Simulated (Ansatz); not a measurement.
A relaxation computed with Ansatz, from input to last step.

```yaml
crystal:
  lattice:
    - [2.8979013092, 0.0, 0.0]
    - [0.0, 2.8979013092, 0.0]
    - [0.0, 0.0, 2.8979013092]
  atoms:
    - { symbol: Al, position: [0.0, 0.0, 0.0] }
    - { symbol: Fe, position: [0.5, 0.5, 0.5], spin: 0.84 }
basis:
  ecutwfc: 420
kpoints:
  mp_grid: { grid: [14, 14, 14] }
hamiltonian:
  xc: pbe
scf:
  occupations: { method: gaussian, width: 0.1 }
output:
  forces: true
  stress: true
  eigenvalues: true
  populations: true
magnetization:
  spin_polarized: true
relax:
  adjacent_minimum: "off"
  f_tol: 0.01
  max_steps: 60
  cell: { stress_tol: 0.1 }
```

```bash
ansatz run input.yaml --threads 1 --pin off --max-ram 2560MiB --backend cpu --events-out ev --progress --plain --runs-dir out
```

These are results of DFT PBE, scalar-relativistic, plane waves, PAW in Ansatz 0.2.0, not measurements.

Of 4 frames 4 are shown, positions in Å and forces in eV/Å; the SCF threshold varies from step to step. Steps run on the plane waves of an earlier cell, with a Pulay correction in the pressure. The basis is chosen afresh for the last frame, the zero of the energies, and at times for earlier ones too; energy and pressure step there, also at an unchanged geometry.

```xyz
2
Lattice="2.8979 0.0000 0.0000 0.0000 2.8979 0.0000 0.0000 0.0000 2.8979" Properties=species:S:1:pos:R:3:forces:R:3 pbc="T T T" step=1 free_energy_over_end_meV_per_atom=3.87 pressure_GPa=-4.10
Al    0.0000    0.0000    0.0000    0.0000    0.0000    0.0000
Fe    1.4490    1.4490    1.4490    0.0000    0.0000    0.0000
2
Lattice="2.8822 0.0000 0.0000 0.0000 2.8822 0.0000 0.0000 0.0000 2.8822" Properties=species:S:1:pos:R:3:forces:R:3 pbc="T T T" step=2 free_energy_over_end_meV_per_atom=0.37 pressure_GPa=-1.43
Al    0.0000    0.0000    0.0000    0.0000    0.0000    0.0000
Fe    1.4411    1.4411    1.4411    0.0000    0.0000    0.0000
2
Lattice="2.8740 0.0000 0.0000 0.0000 2.8740 0.0000 0.0000 0.0000 2.8740" Properties=species:S:1:pos:R:3:forces:R:3 pbc="T T T" step=3 free_energy_over_end_meV_per_atom=-0.12 pressure_GPa=0.06
Al    0.0000    0.0000    0.0000    0.0000    0.0000    0.0000
Fe    1.4370    1.4370    1.4370    0.0000    0.0000    0.0000
2
Lattice="2.8740 0.0000 0.0000 0.0000 2.8740 0.0000 0.0000 0.0000 2.8740" Properties=species:S:1:pos:R:3:forces:R:3 pbc="T T T" step=4 free_energy_over_end_meV_per_atom=0.00 pressure_GPa=0.05
Al    0.0000    0.0000    0.0000    0.0000    0.0000    0.0000
Fe    1.4370    1.4370    1.4370    0.0000    0.0000    0.0000
```

It took 19 s on 1 thread of Arm Neoverse V2, with other jobs on the host, peak memory 0.35 GiB.

Only parallel moments were tried here.